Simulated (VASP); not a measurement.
# SnSe2 (P-3m1) in VASP: notebook

Runs on SnSe2. Level: PBE. Tasks: single point.

Everything below comes from runs of VASP 6.6.1. Logs are shortened: lines on timing, memory, paths and dates and some standing lists are left out, and cuts for length are marked.

### Step 1. Starting point

Symmetry: P-3m1, No. 164, trigonal system. Conventional cell: a = 3.811 Å, b = 3.811 Å, c = 6.136 Å, α = 90.00°, β = 90.00°, γ = 120.00°. Sn (site symmetry -3m) has 6 Se at 2.68 Å as nearest neighbours. Se (site symmetry 3m) has 3 Sn at 2.68 Å as nearest neighbours.

### Step 2. Single point, PBE, spin-orbit coupling, no magnetisation

The input, INCAR:

```
ALGO = Normal ; EDIFF = 1E-7
ENCUT = 340 ; GGA = PE
GGA_COMPAT = False ; ISIF = 2
ISMEAR = 0 ; LASPH = True
LCHARG = False ; LNONCOLLINEAR = True
LORBIT = 11 ; LREAL = False
LSORBIT = True ; LWAVE = False
MAGMOM = 0 0 0 0 0 0 0 0 0 ; NBANDS = 42
NELM = 100 ; PREC = Accurate
SIGMA = 0.02
```

The input, KPOINTS:

```
k-points
0
Gamma
  4 4 2
```

The input, POSCAR:

```
SnSe2
1.0
    3.8110000000      0.0000000000      0.0000000000
   -1.9055000000      3.3004228138      0.0000000000
    0.0000000000      0.0000000000      6.1360000000
Sn Se
1 2
Direct
    0.0000000000      0.0000000000      0.0000000000
    0.6666666667      0.3333333333      0.7510000000
    0.3333333333      0.6666666667      0.2490000000
```

Potentials or basis: VASP PAW PBE potentials, release 64 (Sn_d, Se).

On the command line:

```bash
> cat potpaw_PBE.64/Sn_d/POTCAR potpaw_PBE.64/Se/POTCAR > POTCAR
> mpirun -np 1 vasp_ncl > vasp.out
```

OUTCAR:

```text
EDIFF = 1E-7
   ENCUT = 340
   GGA = PE
   ISIF = 2
   ISMEAR = 0
   LASPH = True
   LNONCOLLINEAR = True
   LORBIT = 11
   LREAL = False
   LSORBIT = True
   NELM = 100
   PREC = Accurate

 Found      8 irreducible k-points:

 Following reciprocal coordinates:
            Coordinates               Weight
  0.000000  0.000000  0.000000      1.000000
  0.250000 -0.000000  0.000000      6.000000
  0.500000 -0.000000  0.000000      3.000000
  0.250000  0.250000  0.000000      6.000000
  0.000000  0.000000  0.500000      1.000000
  0.250000 -0.000000  0.500000      6.000000
   k-points           NKPTS =      8   k-points in BZ     NKDIM =      8   number of bands    NBANDS=     42
   number of dos      NEDOS =    301   number of ions     NIONS =      3
   total plane-waves  NPLWV =  23040
   dimension x,y,z NGX =    24 NGY =   24 NGZ =   40
   dimension x,y,z NGXF=    48 NGYF=   48 NGZF=   80
   ions per type =               1   2
   NGX,Y,Z   is equivalent  to a cutoff of  10.47, 10.47, 10.84 a.u.
   NGXF,Y,Z  is equivalent  to a cutoff of  20.94, 20.94, 21.67 a.u.
 SYSTEM =  unknown system
   PREC   = accura    normal or accurate (medium, high low for compatibility)
   ISTART =      0    job   : 0-new  1-cont  2-samecut
   ICHARG =      2    charge: 1-file 2-atom 10-const
   ISPIN  =      1    spin polarized calculation?
   LNONCOLLINEAR =      T non collinear calculations
   LSORBIT =      T    spin-orbit coupling
   LASPH  =      T    aspherical Exc in radial PAW
   ENCUT  =  340.0 eV  24.99 Ry    5.00 a.u.   5.73  5.73  9.23*2*pi/ulx,y,z
   NELM   =    100;   NELMIN=  2; NELMDL= -5     # of ELM steps
   EDIFF  = 0.1E-06   stopping-criterion for ELM
   LREAL  =      F    real-space projection
   EDIFFG = 0.1E-05   stopping-criterion for IOM
   NSW    =      0    number of steps for IOM
   IBRION =     -1    ionic relax: 0-MD 1-quasi-New 2-CG
   NFREE  =      0    steps in history (QN), initial steepest desc. (CG)
   ISIF   =      2    stress and relaxation
   ISYM   =      2    0-nonsym 1-usesym 2-fastsym
   POTIM  = 0.5000    time-step for ionic-motion
   TEBEG  =    0.0;   TEEND  =   0.0 temperature during run
   PSTRESS=    0.0 pullay stress
   NELECT =      26.0000    total number of electrons
   NUPDOWN=      -1.0000    fix difference up-down
   EMIN   =  10.00;   EMAX   =-10.00  energy-range for DOS
   EFERMI =   0.00;   METHOD = LEGACY
   ISMEAR =     0;   SIGMA  =   0.02  broadening in eV -4-tet -1-fermi 0-gaus
   EFERMI_NEDOS =   21; number of points for ismear=-14 and -15
   IALGO  =     38    algorithm
   IMIX   =      4    mixing-type and parameters
     AMIX     =   0.40;   BMIX     =  1.00
     AMIX_MAG =   1.60;   BMIX_MAG =  1.00
  volume/ion in A,a.u.               =      25.73       173.61
  Fermi-wavevector in a.u.,A,eV,Ry     =   1.139116  2.152617 17.654722  1.297585
  Thomas-Fermi vector in A             =   2.275820
   LORBIT       =     11    0 simple, 1 ext, 2 COOP (PROOUT), +10 PAW based schemes
   GGA     = PE    functional components
   LHFCALC =     F    Hartree Fock is set to
   AEXX    =    0.0000 exact exchange contribution
   IVDW    =     0    specifies the selected vdW correction
   LEPSILON=     F    determine dielectric tensor
   LRPA    =     F    only Hartree local field effects (RPA)
 Gauss-broadening in eV      SIGMA  =   0.02
  energy-cutoff  :      340.00
  volume of cell :       77.18
 maximum number of plane-waves:      2248
 NGX is ok and might be reduce to    24
   NGX = 11   NGY = 11   NGZ = 19

 number of electron      26.0000004 magnetization       0.0000000      0.0000000     -0.0000000

 number of electron      26.0000004 magnetization      -0.0000000     -0.0000000      0.0000000

 number of electron      26.0000004 magnetization       0.0000000      0.0000000      0.0000000

 Free energy of the ion-electron system (eV)
  ---------------------------------------------------
  ext. energy  EPLUGINS =         0.00000000
  ---------------------------------------------------
  free energy    TOTEN  =       -11.74232488 eV

  energy without entropy =      -11.74232488  energy(sigma->0) =      -11.74232488

 E-fermi :   4.3752     XC(G=0):  -9.4445

 val. band max:        4.2406286020   @ k =   0.0000   0.0000   0.0000
 cond. band min:       5.0652914368   @ k =   0.5000  -0.0000   0.5000
 fundamental gap:      0.8246628348
 Fermi energy:         4.3752284212

 k-point     1 :       0.0000    0.0000    0.0000
  band No.  band energies     occupation
      1     -17.6729      1.00000
      2     -17.6729      1.00000
      3     -17.6605      1.00000
      4     -17.6605      1.00000
      5     -16.6552      1.00000
      6     -16.6552      1.00000
[... 30 lines left out ...]
     37      13.1170      0.00000
     38      13.1170      0.00000

 k-point     2 :       0.2500   -0.0000    0.0000
  band No.  band energies     occupation
      1     -17.6725      1.00000
      2     -17.6725      1.00000
      3     -17.6615      1.00000
      4     -17.6615      1.00000
      5     -16.6589      1.00000
      6     -16.6589      1.00000
[... 30 lines left out ...]
     37      12.3873      0.00000
     38      12.3873      0.00000
[... 121 lines left out ...]
     37      12.5573      0.00000
     38      12.5573      0.00000

 k-point     6 :       0.2500   -0.0000    0.5000
  band No.  band energies     occupation
      1     -17.6726      1.00000
      2     -17.6726      1.00000
      3     -17.6615      1.00000
      4     -17.6615      1.00000
      5     -16.6590      1.00000
      6     -16.6590      1.00000
[... 30 lines left out ...]
     37      12.6060      0.00000
     38      12.6060      0.00000

 [... further k-points ...]

 [bands above 38 left out]

------------------------ aborting loop because EDIFF is reached ----------------------------------------

  FORCE on cell =-STRESS in cart. coord.  units (eV):
  Direction    XX          YY          ZZ          XY          YZ          ZX
  --------------------------------------------------------------------------------------
  -------------------------------------------------------------------------------------
  Total        2.8074791      2.8074791      2.7997286      0.0000000      0.0000000     -0.0000000
  in kB       58.2818365     58.2818365     58.1209413      0.0000000      0.0000000     -0.0000000
  external PRESSURE =      58.2282048 kB  Pullay stress =       0.0000000 kB

 VOLUME and BASIS-vectors are now :
 -----------------------------------------------------------------------------
  energy-cutoff  :      340.00
  volume of cell :       77.18
      direct lattice vectors                 reciprocal lattice vectors
     3.811000000  0.000000000  0.000000000     0.262398321  0.151495741  0.000000000
    -1.905500000  3.300422814  0.000000000     0.000000000  0.302991482  0.000000000
     0.000000000  0.000000000  6.136000000     0.000000000  0.000000000  0.162972621

 POSITION                                       TOTAL-FORCE (eV/Angst)
 -----------------------------------------------------------------------------------
      0.00000      0.00000      0.00000        -0.000000      0.000000      0.000000
      1.90550      1.10014      4.60814         0.000000     -0.000000     -0.766250
     -0.00000      2.20028      1.52786        -0.000000      0.000000      0.766250
 -----------------------------------------------------------------------------------
    total drift:                                0.000000      0.000000     -0.000000

  FREE ENERGIE OF THE ION-ELECTRON SYSTEM (eV)
  ---------------------------------------------------
  free  energy   TOTEN  =       -11.7423248782 eV

  energy  without entropy=      -11.7423248782  energy(sigma->0) =      -11.74232488

 Spin-Orbit-Coupling matrix elements

 Ion:    1  E_soc:     -0.0898892
 l=   1
     0.0000000    -0.0089906    -0.0089881
    -0.0089906     0.0000000    -0.0089906
    -0.0089881    -0.0089906     0.0000000
 l=   2
     0.0000000    -0.0011898     0.0000000    -0.0011898    -0.0048079
    -0.0011898     0.0000000    -0.0036194    -0.0011695    -0.0011898
     0.0000000    -0.0036194     0.0000000    -0.0036194     0.0000000
    -0.0011898    -0.0011695    -0.0036194     0.0000000    -0.0011898
    -0.0048079    -0.0011898     0.0000000    -0.0011898     0.0000000
 l=   3
     0.0000000     0.0000000     0.0000000     0.0000000     0.0000000     0.0000000     0.0000000
     0.0000000     0.0000000     0.0000000     0.0000000     0.0000000     0.0000000     0.0000000
     0.0000000     0.0000000     0.0000000     0.0000000     0.0000000     0.0000000     0.0000000
     0.0000000     0.0000000     0.0000000     0.0000000     0.0000000     0.0000000     0.0000000
     0.0000000     0.0000000     0.0000000     0.0000000     0.0000000     0.0000000     0.0000000
     0.0000000     0.0000000     0.0000000     0.0000000     0.0000000     0.0000000     0.0000000
     0.0000000     0.0000000     0.0000000     0.0000000     0.0000000     0.0000000     0.0000000

 Ion:    2  E_soc:     -0.0452714
 l=   1
     0.0000000    -0.0074383    -0.0077629
    -0.0074383     0.0000000    -0.0074383
    -0.0077629    -0.0074383     0.0000000
 l=   2
     0.0000000    -0.0000003     0.0000000    -0.0000003    -0.0000028
    -0.0000003     0.0000000     0.0000018     0.0000039    -0.0000003
     0.0000000     0.0000018     0.0000000     0.0000018     0.0000000
    -0.0000003     0.0000039     0.0000018     0.0000000    -0.0000003
    -0.0000028    -0.0000003     0.0000000    -0.0000003     0.0000000
 l=   3
     0.0000000     0.0000000     0.0000000     0.0000000     0.0000000     0.0000000     0.0000000
     0.0000000     0.0000000     0.0000000     0.0000000     0.0000000     0.0000000     0.0000000
     0.0000000     0.0000000     0.0000000     0.0000000     0.0000000     0.0000000     0.0000000
     0.0000000     0.0000000     0.0000000     0.0000000     0.0000000     0.0000000     0.0000000
     0.0000000     0.0000000     0.0000000     0.0000000     0.0000000     0.0000000     0.0000000
     0.0000000     0.0000000     0.0000000     0.0000000     0.0000000     0.0000000     0.0000000
     0.0000000     0.0000000     0.0000000     0.0000000     0.0000000     0.0000000     0.0000000

 Ion:    3  E_soc:     -0.0452714
 l=   1
     0.0000000    -0.0074383    -0.0077629
    -0.0074383     0.0000000    -0.0074383
    -0.0077629    -0.0074383     0.0000000
 l=   2
     0.0000000    -0.0000003     0.0000000    -0.0000003    -0.0000028
    -0.0000003     0.0000000     0.0000018     0.0000039    -0.0000003
     0.0000000     0.0000018     0.0000000     0.0000018     0.0000000
    -0.0000003     0.0000039     0.0000018     0.0000000    -0.0000003
    -0.0000028    -0.0000003     0.0000000    -0.0000003     0.0000000
 l=   3
     0.0000000     0.0000000     0.0000000     0.0000000     0.0000000     0.0000000     0.0000000
     0.0000000     0.0000000     0.0000000     0.0000000     0.0000000     0.0000000     0.0000000
     0.0000000     0.0000000     0.0000000     0.0000000     0.0000000     0.0000000     0.0000000
     0.0000000     0.0000000     0.0000000     0.0000000     0.0000000     0.0000000     0.0000000
     0.0000000     0.0000000     0.0000000     0.0000000     0.0000000     0.0000000     0.0000000
     0.0000000     0.0000000     0.0000000     0.0000000     0.0000000     0.0000000     0.0000000
     0.0000000     0.0000000     0.0000000     0.0000000     0.0000000     0.0000000     0.0000000

 total charge

# of ion       s       p       d       tot
------------------------------------------
    1        1.051   1.063  10.115  12.230
    2        1.481   2.342   0.029   3.852
    3        1.481   2.342   0.029   3.852
--------------------------------------------------
tot          4.013   5.748  10.174  19.935

 magnetization (x)

# of ion       s       p       d       tot
------------------------------------------
    1        0.000   0.000   0.000   0.000
    2        0.000  -0.000  -0.000  -0.000
    3        0.000  -0.000   0.000  -0.000
--------------------------------------------------
tot          0.000  -0.000  -0.000  -0.000

 magnetization (y)

# of ion       s       p       d       tot
------------------------------------------
    1        0.000  -0.000   0.000  -0.000
    2        0.000  -0.000  -0.000  -0.000
    3        0.000   0.000  -0.000   0.000
--------------------------------------------------
tot          0.000   0.000  -0.000   0.000

 magnetization (z)

# of ion       s       p       d       tot
------------------------------------------
    1        0.000  -0.000   0.000  -0.000
    2        0.000   0.000   0.000   0.000
    3        0.000   0.000   0.000   0.000
--------------------------------------------------
tot          0.000  -0.000   0.000  -0.000
```

Run time: 40 s. Hardware: 1 thread of Intel Xeon Platinum 8375C at 2.90GHz (Ice Lake), shared host; peak memory 0.25 GiB.

These settings aren't checked as converged: the numbers below hold their error.

Results:

```yaml
Free_energy: -11.7423 eV
Pressure: 5.8 GPa
Largest_force: 0.766 eV/Å
Valence_electrons_inside_the_program's_atomic_spheres: Sn 12.23; Se 3.85
```

Caveat: the k mesh is coarse (spacing up to 0.51 Å⁻¹), so the values aren't converged; this functional lacks dispersion, which binds the layers, so the pressure and a relaxed spacing across them are unreliable.

### Step 3. Single point, PBE, spin-orbit coupling, no magnetisation

INCAR: that of step 2 with these lines changed.

```diff
@@ -1,3 +1,3 @@
 ALGO = Normal ; EDIFF = 1E-7
-ENCUT = 340 ; GGA = PE
+ENCUT = 460 ; GGA = PE
 GGA_COMPAT = False ; ISIF = 2
```

KPOINTS is that of step 2.

POSCAR is that of step 2.

Potentials or basis: VASP PAW PBE potentials, release 64 (Sn_d, Se).

On the command line:

```bash
> cat potpaw_PBE.64/Sn_d/POTCAR potpaw_PBE.64/Se/POTCAR > POTCAR
> mpirun -np 1 vasp_ncl > vasp.out
```

Wall time 66 s (1 thread of Intel Xeon Platinum 8375C at 2.90GHz (Ice Lake), shared host); peak memory 0.34 GiB.

These settings aren't checked as converged: the numbers below hold their error.

Results:

```yaml
Free_energy: -11.7451 eV
Pressure: 6.0 GPa
Largest_force: 0.766 eV/Å
Valence_electrons_inside_the_program's_atomic_spheres: Sn 12.23; Se 3.85
```

Caveat: the k mesh is coarse (spacing up to 0.51 Å⁻¹), so the values aren't converged; this functional lacks dispersion, which binds the layers, so the pressure and a relaxed spacing across them are unreliable.

### Step 4. Single point, PBE, spin-orbit coupling, no magnetisation

INCAR: that of step 3 with these lines changed.

```diff
@@ -1,3 +1,3 @@
 ALGO = Normal ; EDIFF = 1E-7
-ENCUT = 460 ; GGA = PE
+ENCUT = 340 ; GGA = PE
 GGA_COMPAT = False ; ISIF = 2
```

The input, KPOINTS:

```
k-points
0
Gamma
  5 5 3
```

POSCAR is that of step 3.

On the command line:

```bash
> cat potpaw_PBE.64/Sn_d/POTCAR potpaw_PBE.64/Se/POTCAR > POTCAR
> mpirun -np 1 vasp_ncl > vasp.out
```

It took 49 s on 1 thread of Intel Xeon Platinum 8375C at 2.90GHz (Ice Lake), shared host; peak memory 0.25 GiB.

These settings aren't checked as converged: the numbers below hold their error.

Results:

```
Free energy                                           : -11.7989 eV
Pressure                                              : 5.6 GPa
Largest force                                         : 0.767 eV/Å
Valence electrons inside the program's atomic spheres : Sn 12.23; Se 3.85
```

Caveat: the k mesh is coarse (spacing up to 0.38 Å⁻¹), so the values aren't converged; this functional lacks dispersion, which binds the layers, so the pressure and a relaxed spacing across them are unreliable.
